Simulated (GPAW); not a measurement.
TiC:

```xyz
2
Lattice="0.0000 2.1657 2.1657 2.1657 0.0000 2.1657 2.1657 2.1657 0.0000" Properties=species:S:1:pos:R:3 pbc="T T T"
Ti    0.0000    0.0000    0.0000
C     2.1657    2.1657    2.1657
```

The cell is a database's computed one.

```yaml
Program: GPAW 26.7.0
Task: relaxation of cell and atoms
Functional: PBE
Dispersion: D3(BJ)
Potentials_or_basis: GPAW PAW data sets (gpaw-data 1.2.1)
Cutoff: 800 eV
Basis: pw
k_mesh: 11 × 11 × 11
Occupations: fermi-dirac, width 0.05 eV
Spin: no spin polarisation
```

At the start: pressure -6.3 GPa; volume 10.16 Å³/atom.

How do energy, volume and symmetry change on relaxing?

Over 3 steps the energy falls by 4.2 meV/atom and the volume is 9.90 Å³/atom (-2.5 %); space group Fm-3m (No. 225, to 0.05 Å).

Step by step:
```
step  energy change (eV)  largest force (eV/Å)  pressure (GPa)  volume (Å³)
   1              0.0000                0.0000           -6.34        20.32
   2             -0.0052                0.0000           -4.23        20.14
   3             -0.0084                0.0000            0.11        19.81
```

Final structure:
```yaml
crystal:
  lattice:
    - [0.00000, 2.14747, 2.14747]
    - [2.14747, 0.00000, 2.14747]
    - [2.14747, 2.14747, 0.00000]
  atoms:
    - { symbol: Ti, position: [0.00000, 0.00000, 0.00000] }
    - { symbol: C, position: [0.50000, 0.50000, 0.50000] }
```

Caveat: later steps reuse the first step's grids; pairwise dispersion overbinds metals, which lowers pressure and volume.
